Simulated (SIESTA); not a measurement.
Crystal: La2O3.

```
La O
1.0
     3.93078    0.00000    0.00000
    -1.96539    3.40415    0.00000
     0.00000    0.00000    6.11195
La O
2 3
Direct
  0.33333 0.66667 0.24624
  0.66667 0.33333 0.75376
  0.00000 0.00000 0.00000
  0.33333 0.66667 0.64589
  0.66667 0.33333 0.35411
```

The cell is a database's computed one.

Program: SIESTA 5.4.2. Alike in all runs: task band structure; no spin polarisation; cell as given; k mesh 8 × 8 × 5; smearing fermi-dirac 0.05 eV; grid cutoff 800 Ry; energy shift 0.003 Ry.

Task: Order these runs on this cell by their pressure, lowest first.
A. level BLYP; potentials or basis PseudoDojo 0.4 standard (PBE files), DZP (energy shift 0.003 Ry; two zetas on semicore shells)
B. level LDA; potentials or basis PseudoDojo 0.4 standard (PBE and LDA files), DZP (energy shift 0.003 Ry; two zetas on semicore shells)
C. level AM05; potentials or basis PseudoDojo 0.4 standard (PBEsol files), DZP (energy shift 0.003 Ry; two zetas on semicore shells)

Result: B (0.8 GPa), C (4.5 GPa), A (14.1 GPa).

Caveats: the potentials were made for another functional, which shifts forces and pressure; the basis of atomic orbitals isn't converged, which shifts pressures, moduli and gaps.

Not every run made on this cell is shown here.
